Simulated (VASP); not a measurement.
The system is Sr.

```
Sr
1.0
    -3.70636    3.70636    2.02088
     3.70636   -3.70636    2.02088
     3.70636    3.70636   -2.02088
Sr
2
Direct
  0.00000 0.00000 0.00000
  0.75000 0.25000 0.50000
```

This isn't the form of Sr at room conditions, which is fcc.

| Item | Value |
| --- | --- |
| Program | VASP 6.6.1 |
| Task | relaxation of cell and atoms |
| Functional | PBE |
| Dispersion | rVV10 |
| Potentials or basis | VASP PAW PBE potentials, release 64 (Sr_sv) |
| Cutoff | 600 eV |
| k mesh | 8 × 8 × 8 |
| Occupations | fermi-dirac, width 0.05 eV |
| Spin | no spin polarisation |

At the start: pressure -0.2 GPa; volume 55.52 Å³/atom.

Task: Where does the relaxation end?

Result: Over 6 steps the energy falls by 2.0 meV/atom and the volume is 54.00 Å³/atom (-2.7 %); space group I4_1/amd (No. 141, to 0.05 Å).

The path:
```tsv
step	energy change (eV)	largest force (eV/Å)	pressure (GPa)	volume (Å³)
1	0.0000	0.0000	-0.23	111.04
2	-0.0030	0.0000	-0.14	109.75
3	-0.0039	0.0000	-0.05	108.58
4	-0.0039	0.0000	-0.04	108.49
5	-0.0040	0.0000	-0.02	108.21
6	-0.0040	0.0000	0.00	107.99
```

Final structure:
```
Sr
1.0
    -3.69023    3.69023    1.98255
     3.69023   -3.69023    1.98255
     3.69023    3.69023   -1.98255
Sr
2
Direct
  0.00000 0.00000 0.00000
  0.75000 0.25000 0.50000
```
